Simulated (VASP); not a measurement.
A convergence study with VASP on InN (wurtzite): one setting is varied, all else stays as given below, so the limit is that of these other settings.

```
InN
1.0
    1.77000    -3.06573     0.00000
    1.77000     3.06573     0.00000
    0.00000     0.00000     5.70000
In N
2 2
Direct
  0.66667   0.33333   0.50000
  0.33333   0.66667   0.00000
  0.66667   0.33333   0.87900
  0.33333   0.66667   0.37900
```

The numbers are results of PBE GGA, VASP's PBE PAW potentials (set 64) (plane waves; VASP), not measurements. The tightest run used: 700 eV cut-off, 16×16×10 Γ-centred mesh, Gaussian smearing of 0.050 eV, potentials In_d N.

Q: The settings run are 1×1×1 mesh; 2×2×1 mesh; 3×3×2 mesh; 4×4×2 mesh; 5×5×3 mesh; 6×6×4 mesh; 7×7×4 mesh; 8×8×5 mesh; 9×9×6 mesh; 10×10×6 mesh; 11×11×7 mesh; 12×12×8 mesh; 13×13×8 mesh; 14×14×9 mesh; 15×15×9 mesh; 16×16×10 mesh. From which on does the stress (every component) stay within 0.2 GPa of the tightest run?

A: From 5×5×3 mesh on: it is off by 0.12 there and by no more than 0.2 in any finer run, while 4×4×2 mesh is off by 0.41.
```
setting        E (eV/atom)  pressure (GPa)  largest force (eV/Å)  irreducible k-points  difference judged (GPa)
-------------  -----------  --------------  --------------------  --------------------  -----------------------
1×1×1 mesh         -2.1617           39.68                 2.755                     1                    37.86
2×2×1 mesh         -5.1070            7.48                 0.189                     2                     6.08
3×3×2 mesh         -5.2795            6.02                 0.017                     6                     1.17
4×4×2 mesh         -5.3280            5.53                 0.015                     8                     0.41
5×5×3 mesh         -5.3392            5.32                 0.031                    10                     0.12
6×6×4 mesh         -5.3431            5.27                 0.034                    21                     0.06
7×7×4 mesh         -5.3440            5.26                 0.035                    24                     0.04
8×8×5 mesh         -5.3445            5.24                 0.035                    30                     0.02
9×9×6 mesh         -5.3447            5.23                 0.036                    48                     0.01
10×10×6 mesh       -5.3448            5.23                 0.036                    56                     0.01
11×11×7 mesh       -5.3448            5.23                 0.036                    64                     0.01
12×12×8 mesh       -5.3449            5.23                 0.036                    95                     0.00
13×13×8 mesh       -5.3449            5.23                 0.036                   105                     0.00
14×14×9 mesh       -5.3449            5.22                 0.036                   120                     0.00
15×15×9 mesh       -5.3449            5.22                 0.036                   135                     0.00
16×16×10 mesh      -5.3449            5.22                 0.036                   180                     0.00
```

Left out are rungs that failed or repeat a setting and relaxations that didn't move; long series are thinned to 24 rows.

The compound is InN in the wurtzite structure. The cell was not relaxed at this level, forces remain on its atoms.
